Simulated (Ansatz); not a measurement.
## ³³S NMR of the central transition in GaS

Cell: a COD entry, its atoms then relaxed with PBE in this cell.

Space group P6_3/mmc (No. 194); a = 3.5850, c = 15.5000 Å, γ = 120.00°.

| site | Wyckoff | site symmetry | x | y | z |
| --- | --- | --- | --- | --- | --- |
| Ga | 4f | 3m. | 0.3333 | 0.6667 | 0.1710 |
| S | 4f | 3m. | 0.3333 | 0.6667 | 0.6008 |

One atom of each set is listed.

Computed with Ansatz: DFT, LDA, plane waves and PAW, scalar-relativistic, 420 eV cutoff, Γ-centred 14×14×3 k-points, Fermi–Dirac smearing 0.02 eV.

³³S has I = 3/2 and Q = -69.40 mb (Pyykkö 2018); at 14.1 T its Larmor frequency is ν₀ = 46.1 MHz. Only the quadrupole interaction is simulated: positions count from each site's isotropic chemical shift, and shift anisotropy, dipolar and J coupling are left out.

**Question.** What does the ³³S spectrum (static powder) show for each site?

**Answer.** 

```json
{"site": "S", "first shell": "3 Ga at 2.34 Å", "C_Q (MHz)": "9.43", "η": "0.00", "P_Q (MHz)": "9.43", "δ_QIS (ppm)": "-1044", "breadth (kHz)": "251"}
```

δ_QIS = −(ν_Q²/30ν₀²)[I(I+1) − 3/4](1 + η²/3) × 10⁶ ppm with ν_Q = 3|C_Q|/[2I(2I−1)]; it falls as 1/B₀² in ppm, and the breadth as 1/B₀ in kHz.

An axis of threefold or higher order runs through S, so V_zz lies along it and η is zero.

The largest force is 0.3 eV/Å, so the atoms aren't at the calculated equilibrium and relaxing them would move these values.
